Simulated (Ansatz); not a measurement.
# How far is PAW off for Cs?

```
Cs
1.0
     0.00000    5.73373    5.73373
     5.73373    0.00000    5.73373
     5.73373    5.73373    0.00000
Cs
2
Cartesian
  0.0000 0.0000 0.0000
  2.8669 2.8669 2.8669
```

Atoms are numbered in the order listed.

The cell was built from the diamond type and relaxed in the same program, and has space group Fd-3m; it needn't be a known or the stable phase.

No spin–orbit coupling, which matters for the heavy atoms here.

All numbers are computed: DFT, PBE, PAW with Ansatz's default frozen-core files, scalar-relativistic (Ansatz 0.2.0); DFT, PBE, all-electron LAPW, scalar-relativistic (Ansatz 0.2.0).

For PAW: a Γ-centred 11×11×11 k mesh, Fermi–Dirac smearing of 0.05 eV, cutoff 420 eV, no spin polarisation. LAPW targets a basis error of 0.25 meV/atom. The Ansatz runs share mesh, smearing and spin set-up. Plane-wave (PAW) pressures include the program's estimate of the Pulay term.

Stress and pressure are positive in compression.

Levels count from the Fermi level.

PAW results:

```tsv
quantity	PAW
pressure (GPa)	0.00
highest filled level at X (eV)	-0.009
lowest empty level at X (eV)	0.665
highest filled level at U (eV)	-0.098
lowest empty level at U (eV)	0.140
highest filled level at Γ (eV)	-1.283
lowest empty level at Γ (eV)	1.342
```

Problem. What does all-electron LAPW give for the same quantities?

Solution. 
| quantity | LAPW |
| --- | --- |
| pressure (GPa) | 0.00 |
| highest filled level at X (eV) | -0.009 |
| lowest empty level at X (eV) | 0.665 |
| highest filled level at U (eV) | -0.098 |
| lowest empty level at U (eV) | 0.140 |
| highest filled level at Γ (eV) | -1.284 |
| lowest empty level at Γ (eV) | 1.342 |
